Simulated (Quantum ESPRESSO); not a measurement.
CuO:

```xyz
2
Lattice="2.5526 0.0000 0.0000 0.0000 2.5526 0.0000 0.0000 0.0000 2.5526" Properties=species:S:1:pos:R:3 pbc="T T T"
Cu    0.0000    0.0000    0.0000
O     1.2763    1.2763    1.2763
```

Measurements of this composition are mostly on another form, of space group No. 15.

| Quantity | Value |
| --- | --- |
| Program | Quantum ESPRESSO 7.5 |
| Task | single point |
| Functional | PBE |
| Potentials or basis | SSSP 1.3 efficiency PBE |
| Cutoff | 748 eV |
| Density cutoff | 5987 eV |
| k mesh | 10 × 10 × 10 |
| Occupations | fermi-dirac, width 0.05 eV |
| Spin | no spin polarisation |

On this cell: pressure 20.4 GPa; largest force zero by symmetry; band gap on the k mesh none (metal or under the smearing width).

The same run follows on a disturbed copy (atoms moved at random, drawn with an rms of 0.05 Å):

```
Cu O
1.0
     2.55255    0.00000    0.00000
     0.00000    2.55255    0.00000
     0.00000    0.00000    2.55255
Cu O
1 1
Direct
  0.01289 0.00275 0.99633
  0.48376 0.50227 0.50036
```

Problem. What does the disturbed cell give?

Solution. The energy (extrapolated to zero smearing) moves by +3.6 meV/atom; pressure 21.0 GPa; largest force 0.183 eV/Å; band gap on the k mesh none (metal or under the smearing width).

Forces on the atoms (eV/Å):
```
Cu  -0.181 -0.003  0.027
O    0.181  0.003 -0.027
```

Stress tensor (GPa, compression positive):
```
20.85  0.00 -0.04
 0.00 21.06  0.00
-0.04  0.00 21.06
```

Caveats: an odd number of electrons without spin polarisation forces a metal; a magnetic or distorted state may lie lower; the run has no spin polarisation, though such a crystal can be magnetic; semilocal functionals often make such compounds metallic where correlation or magnetic order opens a gap, which also shifts bond lengths; so large a pressure means that the cell lies far from this level's equilibrium, or that cutoff or potentials fall short (some runs).
